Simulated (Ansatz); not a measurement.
**Calculated with Ansatz: Y, vacancy hop by nudged elastic band**

Run with:

```bash
ansatz run input.yaml --threads 4 --pin off --max-ram 8192MiB --backend cpu --events-out ev --progress --plain --runs-dir out
```

input.yaml:

```yaml
crystal:
  lattice:
    - [0.0, 5.004202, 5.004202]
    - [5.004202, 0.0, 5.004202]
    - [5.004202, 5.004202, 0.0]
  atoms:
    - { symbol: "Y", position: [0.00475773, -0.0043474, -0.00119017] }
    - { symbol: "Y", position: [-0.00067191, -0.0052618, 0.50282718] }
    - { symbol: "Y", position: [-0.00464787, 0.49850891, 0.50198652] }
    - { symbol: "Y", position: [0.4996596, -0.00314896, 0.00054762] }
    - { symbol: "Y", position: [0.49927692, -0.00318011, 0.50273688] }
    - { symbol: "Y", position: [0.50180864, 0.49854353, 0.0003483] }
    - { symbol: "Y", position: [0.49862612, 0.49954072, 0.50246124] }
kpoints:
  mp_grid: { grid: [3, 3, 3] }
magnetization:
  spin_polarized: false
scf:
  occupations: { method: fermi_dirac, width: 0.05 }
hamiltonian:
  pseudopotentials: { kind: paw }
  xc: pbe
basis:
  ecutwfc: 420
neb:
  images: 3
  relax_end_points: true
  climbing: true
  f_tol: 0.1
  max_iterations: 40
  order_check: false
  final_atoms:
    - { symbol: "Y", position: [0.00475773, -0.0043474, -0.00119017] }
    - { symbol: "Y", position: [-0.00067191, -0.0052618, 0.50282718] }
    - { symbol: "Y", position: [-0.00287837, 0.50244615, 0.00265694] }
    - { symbol: "Y", position: [0.4996596, -0.00314896, 0.00054762] }
    - { symbol: "Y", position: [0.49927692, -0.00318011, 0.50273688] }
    - { symbol: "Y", position: [0.50180864, 0.49854353, 0.0003483] }
    - { symbol: "Y", position: [0.49862612, 0.49954072, 0.50246124] }
```

Origin of the cell: a database entry, scaled a little.

The cell is 2×2×2 cells of Y with one Y taken out; atom 3 (Y) hops into the empty site, 3.51 Å away before the end points are relaxed. All atoms were shaken by about 0.02 Å first.

Output (shortened):

```
SCF iter   1: F=—  HF=-26938.429862 eV  Δρ=3.29e-3  dr2=3.86e-2  defer=1
SCF iter   2: F=—  HF=-26938.432272 eV  Δρ=1.72e-3  dr2=1.06e-2
SCF iter   3: F=—  HF=-26938.431968 eV  Δρ=6.75e-4  dr2=2.19e-3
[… 2 lines left out …]
SCF iter   6: F=—  HF=-26938.431461 eV  Δρ=1.95e-5  dr2=3.53e-6
SCF iter   7: F=—  HF=-26938.431461 eV  Δρ=1.01e-5  dr2=1.12e-6
SCF iter   8: F=-26938.431461 eV  HF=-26938.431461 eV  Δρ=2.71e-6  dr2=4.36e-8
NEB iter   1: max|band force component| = 1.394e-1 eV/Å  barrier→ = 0.0269 eV  barrier← = 0.0273 eV  CI = image 2  Δτ_max = 0.0444 Å  (41 SCF iters)
NEB iter   2: max|band force component| = 4.741e-2 eV/Å  barrier→ = 0.0128 eV  barrier← = 0.0132 eV  CI = image 2  Δτ_max = 0.0312 Å  (21 SCF iters)
NEB iter   3: max|band force component| = 3.858e-2 eV/Å  barrier→ = 0.0092 eV  barrier← = 0.0095 eV  CI = image 2  Δτ_max = 0.0000 Å  (6 SCF iters)
--- NEB band (5 images, 3 band iterations, 68 SCF iterations, 175 more in tests of the images' electronic states and relaxations of end points) ---
  forward barrier  = 0.009164 eV
  backward barrier = 0.009547 eV
  lagrangian_above_aufbau_ev (what the smearing adds, to first order; not taken off the barriers): saddle image -0.049833 eV, end points -0.040906 and -0.040817 eV
  climbing image's point = of an order that was not read
  energies are F+E_penalty+E_count in eV, relative to image 0
  image     s (Å)  Δ vs image 0  max|band force component| (eV/Å)
      0    0.0000      0.000000                                 —
      1    0.5006      0.008988                          3.858e-2
  *   2    1.0068      0.009164                          1.854e-2
      3    1.5141      0.009081                          3.264e-2
      4    2.0143     -0.000382                                 —
```

The converged band:

| image | path over all atoms (Å) | ΔF (eV) | Y x | y | z (Å) |
| --- | --- | --- | --- | --- | --- |
| 0 | 0.00 | 0.000 | 4.29 | 1.80 | 2.47 |
| 1 | 0.50 | 0.009 | 4.02 | 1.53 | 2.48 |
| 2 | 1.01 | 0.009 | 3.75 | 1.26 | 2.49 |
| 3 | 1.51 | 0.009 | 3.49 | 1.00 | 2.49 |
| 4 | 2.01 | 0.000 | 3.21 | 0.72 | 2.49 |

Relaxed start, forces in eV/Å:

```xyz
7
Lattice="0.000 5.004 5.004 5.004 0.000 5.004 5.004 5.004 0.000" Properties=species:S:1:pos:R:3:forces:R:3 pbc="T T T" image=0
Y    -0.322    0.010    0.280    0.011    0.002    0.009
Y     2.494    2.204   -0.326   -0.003   -0.014   -0.011
Y     4.286    1.804    2.474    0.012   -0.010    0.010
Y     0.313    2.799    2.493   -0.009    0.018    0.003
Y     2.494    5.012    2.490    0.003   -0.006   -0.008
Y     2.500    3.228    5.712   -0.006    0.009   -0.001
Y     5.702    5.002    4.290   -0.008    0.002   -0.003
```

Highest image (2), forces in eV/Å:

```xyz
7
Lattice="0.000 5.004 5.004 5.004 0.000 5.004 5.004 5.004 0.000" Properties=species:S:1:pos:R:3:forces:R:3 pbc="T T T" image=2
Y    -0.213   -0.389    0.473   -0.001   -0.013    0.013
Y     2.102    2.302   -0.501   -0.016   -0.002   -0.011
Y     3.751    1.262    2.490    0.001   -0.002   -0.003
Y     0.164    2.678    2.489   -0.017   -0.018    0.001
Y     2.328    4.841    2.490    0.015    0.019    0.000
Y     2.697    2.908    5.483    0.003    0.017    0.013
Y     5.399    5.213    4.502    0.014    0.000   -0.013
```

Relaxed end, forces in eV/Å:

```xyz
7
Lattice="0.000 5.004 5.004 5.004 0.000 5.004 5.004 5.004 0.000" Properties=species:S:1:pos:R:3:forces:R:3 pbc="T T T" image=4
Y    -0.007   -0.702    0.698    0.001    0.000    0.001
Y     1.787    2.505   -0.721    0.000    0.001    0.000
Y     3.214    0.723    2.493   -0.001   -0.001    0.000
Y    -0.004    2.510    2.492    0.000    0.000    0.000
Y     2.191    4.703    2.491   -0.001    0.000    0.000
Y     2.803    2.513    5.304    0.001   -0.001   -0.001
Y     5.003    5.317    4.685   -0.001    0.000    0.000
```

Barrier of this path: 0.01 eV forwards, 0.01 eV backwards, after 3 band iterations.

Caveats: no moments, though an odd count or open d shells may carry them; the k mesh is coarse if the cell is a metal; a small cell with a neutral vacancy and no spin, whose shape can make like sites unlike; the cell is held at a rescaled volume, and strain moves barriers; the hop was drawn among near neighbours and need not be the easiest path; few images and a loose tolerance, and neither the top nor the ends were tested for their order; another atom moves far along the path; the end points came close together.

It ran for 2.2 min on 4 threads of Arm Neoverse V1, with other jobs on the host, peak memory 1.1 GiB, from the program's own first density.
